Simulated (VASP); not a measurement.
# Cd: intraband terms of a metal's spectrum

Cd, R-3m (no. 166), 1 atom in the cell. PBE, independent-particle dielectric function; PAW potentials Cd (PBE set).

## Input

INCAR.step1:
```
SYSTEM = Cd
EDIFF    = 1E-7           ! SCF threshold, eV
ENCUT    = 320            ! plane-wave cutoff, eV
ISMEAR   = 1              ! smearing method
KPAR     = 4            
LASPH    = .TRUE.         ! aspherical terms in the spheres
LCHARG   = .TRUE.         ! write CHGCAR
LMAXMIX  = 4              ! l up to which the mixer works
LWAVE    = .FALSE.        ! write WAVECAR
PREC     = Accurate       ! precision mode
SIGMA    = 0.1            ! smearing width, eV
```

INCAR.step2:
```
SYSTEM = Cd
CSHIFT   = 0.1          
EDIFF    = 1E-6           ! SCF threshold, eV
ENCUT    = 320            ! plane-wave cutoff, eV
ICHARG   = 11             ! starting density
ISMEAR   = 0              ! smearing method
KPAR     = 4            
LASPH    = .TRUE.         ! aspherical terms in the spheres
LCHARG   = .FALSE.        ! write CHGCAR
LMAXMIX  = 4              ! l up to which the mixer works
LWAVE    = .TRUE.         ! write WAVECAR
NBANDS   = 20             ! bands
NEDOS    = 3000           ! points of the DOS
OMEGAMAX = 30           
PREC     = Accurate       ! precision mode
SIGMA    = 0.3            ! smearing width, eV
```

INCAR.step3, as INCAR.step2 but for:
```
- LWAVE = .TRUE.
+ ALGO = None
+ ISTART = 1
+ LOPTICS = .TRUE.
+ LWAVE = .FALSE.
+ NELM = 1
```

INCAR.step4, as INCAR.step3 but for:
```
+ WPLASMAI = 0.03
```

INCAR.step5 to INCAR.step6 change the same tag again: WPLASMAI = 0.1, 0.3.

INCAR.step7, as INCAR.step6 but for:
```
- WPLASMAI = 0.3
+ RTIME = 1
```

INCAR.step8, as INCAR.step7 but for:
```
- RTIME = 1
+ RTIME = 40
```

INCAR.step9, as INCAR.step8 but for:
```
- RTIME = 40
+ LNABLA = .TRUE.
```

INCAR.step10, as INCAR.step9 but for:
```
- ISMEAR = 0
- LNABLA = .TRUE.
+ ISMEAR = -5
```

KPOINTS.step1:
```
k-points
0
Gamma
  10 10 10
```

KPOINTS.step2:
```
k-points
0
Gamma
  16 16 16
```

POSCAR:
```
Cd
1.0
    1.6080291515      0.9283960635      2.4492874100
   -1.6080291515      0.9283960635      2.4492874100
    0.0000000000     -1.8567921270      2.4492874100
Cd
1
Direct
    0.0000000000      0.0000000000      0.0000000000
```

Commands (each step's output is kept before the next begins):
```
cat potpaw_PBE.64/Cd/POTCAR > POTCAR
cp INCAR.step1 INCAR
cp KPOINTS.step1 KPOINTS
mpirun -np 4 vasp_std > vasp.out
cp INCAR.step2 INCAR
cp KPOINTS.step2 KPOINTS
mpirun -np 4 vasp_std > vasp.out
cp INCAR.step3 INCAR
mpirun -np 4 vasp_std > vasp.out
cp INCAR.step4 INCAR
mpirun -np 4 vasp_std > vasp.out
cp INCAR.step5 INCAR
mpirun -np 4 vasp_std > vasp.out
cp INCAR.step6 INCAR
mpirun -np 4 vasp_std > vasp.out
cp INCAR.step7 INCAR
mpirun -np 4 vasp_std > vasp.out
cp INCAR.step8 INCAR
mpirun -np 4 vasp_std > vasp.out
cp INCAR.step9 INCAR
mpirun -np 4 vasp_std > vasp.out
cp INCAR.step10 INCAR
mpirun -np 4 vasp_std > vasp.out
```

## Result

- Bands: 20

One ground state, settings moved in the last step alone:

| Settings | Plasma frequency (eV) | Im ε at 0.5 eV | Im ε at 1 eV | Im ε at 2 eV | Im ε at 4 eV | Time (s) |
|---|---|---|---|---|---|---|
| interband part alone | 10.23 | 40.4 | 20.0 | 9.2 | 0.9 | 13 |
| Drude term, WPLASMAI 0.03 | 10.23 | 65.4 | 23.1 | 9.6 | 1.0 | 11 |
| Drude term, WPLASMAI 0.1 | 10.23 | 120.9 | 30.3 | 10.5 | 1.1 | 11 |
| Drude term, WPLASMAI 0.3 | 10.23 | 225.1 | 48.8 | 13.0 | 1.4 | 11 |
| relaxation time RTIME 1 fs | 10.23 | 242.0 | 68.0 | 17.0 | 2.0 | 10 |
| relaxation time RTIME 40 fs | 10.23 | 54.1 | 21.7 | 9.4 | 1.0 | 10 |
| transversal form (LNABLA) | 10.34 | 41.2 | 20.3 | 9.4 | 0.9 | 10 |
| tetrahedron method | – | – | – | – | – | no result |

Limits: Spin-orbit coupling is left out, which can matter with atoms this heavy.

VASP 6.6.1 took 100 s on 4 cores (AMD EPYC 7R43 (Zen 3)), a shared host.
